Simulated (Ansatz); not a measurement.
# Nudged elastic band run: Zr₄Si₄O₁₅

input.yaml

```yaml
crystal:
  lattice:
    - [6.6042, 0.0, 0.0]
    - [0.0, 6.6042, 0.0]
    - [0.0, 0.0, 5.9796]
  atoms:
    - { symbol: Zr, position: [-0.00164727, 0.50070231, 0.25204396] }
    - { symbol: Zr, position: [0.00655701, 0.00070033, 0.00653055] }
    - { symbol: Si, position: [-0.01029545, 0.00069987, 0.50560885] }
    - { symbol: Si, position: [0.53049303, 0.00070637, 0.22764519] }
    - { symbol: O, position: [0.49993203, 0.31490476, 0.81720798] }
    - { symbol: O, position: [-0.01006933, 0.18427804, 0.32235678] }
    - { symbol: O, position: [0.32033385, 0.00070373, 0.06718117] }
    - { symbol: O, position: [0.50523281, 0.18439178, 0.42292711] }
    - { symbol: O, position: [0.17857949, 0.0006898, 0.67983211] }
    - { symbol: O, position: [0.50525752, 0.81700964, 0.42291428] }
    - { symbol: O, position: [0.31297771, 0.50071561, 0.17816704] }
    - { symbol: Zr, position: [0.49242219, 0.00070118, 0.7371609] }
    - { symbol: Zr, position: [0.50015675, 0.50070067, 0.49568674] }
    - { symbol: Si, position: [0.49838612, 0.50069657, -0.00271261] }
    - { symbol: Si, position: [-0.00088888, 0.50070038, 0.75186743] }
    - { symbol: O, position: [-0.01009982, 0.81712374, 0.32235382] }
    - { symbol: O, position: [0.18365761, 0.50070438, 0.57026417] }
    - { symbol: O, position: [0.4999635, 0.68649167, 0.81720879] }
    - { symbol: O, position: [0.81510342, 0.5006716, 0.57039619] }
    - { symbol: O, position: [-0.00185439, 0.68603646, 0.93320258] }
    - { symbol: O, position: [0.68401675, 0.50068634, 0.17761208] }
    - { symbol: O, position: [-0.00182042, 0.31537016, 0.93321259] }
    - { symbol: O, position: [0.8119913, 0.00071549, 0.69810228] }
basis:
  ecutwfc: 420.0
kpoints:
  mp_grid: { grid: [2, 2, 2] }
hamiltonian:
  xc: pbesol
  pseudopotentials: { kind: paw, azcp: { folder: soft_1 } }
scf:
  occupations: { method: gaussian, width: 0.02 }
  lower_state_search: "off"
neb:
  images: 5
  f_tol: 0.03
  initial_path: linear
  max_iterations: 80
  spring: 10.0
  final_atoms:
    - { symbol: Zr, position: [0.0012767, 0.5, 0.25298448] }
    - { symbol: Zr, position: [-0.00688737, 0.0, 0.00736045] }
    - { symbol: Si, position: [0.01005739, 0.0, 0.50654376] }
    - { symbol: Si, position: [0.46924198, 0.0, 0.22884615] }
    - { symbol: O, position: [0.49973665, 0.31423991, 0.81820778] }
    - { symbol: O, position: [0.00981155, 0.18357264, 0.32329422] }
    - { symbol: O, position: [0.6793633, 0.0, 0.06826545] }
    - { symbol: O, position: [0.49456837, 0.18370144, 0.42407782] }
    - { symbol: O, position: [0.18774602, 0.0, 0.69902299] }
    - { symbol: O, position: [0.49456837, 0.81629856, 0.42407782] }
    - { symbol: O, position: [0.31555806, 0.5, 0.17859066] }
    - { symbol: Zr, position: [0.50734882, 0.0, 0.73836133] }
    - { symbol: Zr, position: [0.49949074, 0.5, 0.49671104] }
    - { symbol: Si, position: [0.50124909, 0.5, -0.00169755] }
    - { symbol: Si, position: [0.00046729, 0.5, 0.75281601] }
    - { symbol: O, position: [0.00981155, 0.81642736, 0.32329422] }
    - { symbol: O, position: [0.18451031, 0.5, 0.57140608] }
    - { symbol: O, position: [0.49973665, 0.68576009, 0.81820778] }
    - { symbol: O, position: [0.81596241, 0.5, 0.57115735] }
    - { symbol: O, position: [0.00130389, 0.68534187, 0.93413972] }
    - { symbol: O, position: [0.68658804, 0.5, 0.17921954] }
    - { symbol: O, position: [0.00130389, 0.31465813, 0.93413972] }
    - { symbol: O, position: [0.82118629, 0.0, 0.68087318] }
  order_check: true
```

Launched with:

```bash
$ ansatz run input.yaml --threads 2 --pin off --max-ram 5120MiB --backend cpu --events-out ev --progress --plain --runs-dir out
```

Output, in part (warnings, iteration lines):

```
NEB end point (image 6): max|allowed force component| = 1.450e-2 eV/Å (the criterion of neb.relax_end_points is 1.000e-2)
NEB iter   1: max|band force component| = 1.716e2 eV/Å  barrier→ = 32.6372 eV  barrier← = 32.6371 eV  Δτ_max = 0.2000 Å  (64 SCF iters)
NEB iter   2: max|band force component| = 1.914e1 eV/Å  barrier→ = 6.4846 eV  barrier← = 6.4845 eV  Δτ_max = 0.1532 Å  (48 SCF iters)
NEB iter   3: max|band force component| = 1.342e1 eV/Å  barrier→ = 5.5402 eV  barrier← = 5.5402 eV  Δτ_max = 0.1805 Å  (40 SCF iters)
NEB iter   4: max|band force component| = 3.755e0 eV/Å  barrier→ = 4.7963 eV  barrier← = 4.7962 eV  Δτ_max = 0.1864 Å  (44 SCF iters)
NEB iter   5: max|band force component| = 1.820e0 eV/Å  barrier→ = 4.3049 eV  barrier← = 4.3049 eV  Δτ_max = 0.2000 Å  (38 SCF iters)
NEB iter   6: max|band force component| = 1.881e0 eV/Å  barrier→ = 3.8999 eV  barrier← = 3.8999 eV  Δτ_max = 0.1012 Å  (40 SCF iters)
NEB iter   7: max|band force component| = 1.350e0 eV/Å  barrier→ = 3.7184 eV  barrier← = 3.7184 eV  Δτ_max = 0.1051 Å  (38 SCF iters)
NEB iter   8: max|band force component| = 1.173e0 eV/Å  barrier→ = 3.9972 eV  barrier← = 3.9972 eV  Δτ_max = 0.1020 Å  (36 SCF iters)
[... lines left out ...]
```

The forces met the threshold. The profile has 2 maxima (images 1, 3) with wells between them (image 2): this band takes more than one step, which may be the mechanism or a detour left from its start path. Neighbouring images differ by up to 3.0 eV, so the band resolves the path poorly. By the program's own check the climbing image is a first-order saddle point (lowest curvatures found: -2.15 and 1.03 eV/Å²). Limits of this set-up: coarse k mesh, PAW files made for another functional.

Final band:

```json
{"image": "0", "path coordinate (Å)": "0.00", "energy (eV)": "0.00"}
{"image": "1", "path coordinate (Å)": "1.06", "energy (eV)": "3.03"}
{"image": "2", "path coordinate (Å)": "1.72", "energy (eV)": "2.23"}
{"image": "3", "path coordinate (Å)": "2.38", "energy (eV)": "2.31"}
{"image": "4", "path coordinate (Å)": "3.04", "energy (eV)": "1.77"}
{"image": "5", "path coordinate (Å)": "3.71", "energy (eV)": "0.64"}
{"image": "6", "path coordinate (Å)": "4.37", "energy (eV)": "0.00"}
```

The run took 22 min on 2 threads of Arm Neoverse V2, with other jobs on the host, peak memory 1.3 GiB.
